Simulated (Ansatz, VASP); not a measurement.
**NaCl in VASP and in Ansatz**

```
CELL_PARAMETERS angstrom
0.00000 2.76737 2.76737
2.76737 0.00000 2.76737
2.76737 2.76737 0.00000
ATOMIC_POSITIONS crystal
Na 0.00000 0.00000 0.00000
Cl 0.50000 0.50000 0.50000
```

Alike in both runs: functional PBEsol; k mesh 8 × 8 × 8; no spin polarisation.

Ansatz relaxed the structure, and its values are those at the end. VASP's run is a single point on that final structure, the one shown.

|  | VASP | Ansatz |
| --- | --- | --- |
| version | VASP 6.6.1 | Ansatz 0.2.0 |
| potentials or method | VASP PAW PBE potentials, release 64 (Na_pv, Cl) | PAW with Ansatz's default frozen-core files, scalar-relativistic |
| plane-wave cutoff (eV) | 520 | 420 |
| occupations | gaussian, width 0.01 eV | fixed |
| valence electrons in the cell | 14 | 16 |

|  | VASP | Ansatz | Ansatz less VASP |
| --- | --- | --- | --- |
| pressure (GPa) | 1.1 | 1.0 | -0.03 |

The two sets of potentials don't hold the same shells in valence.

Caveats: the PAW data sets were made with another functional, which shifts forces and pressure a little (VASP).
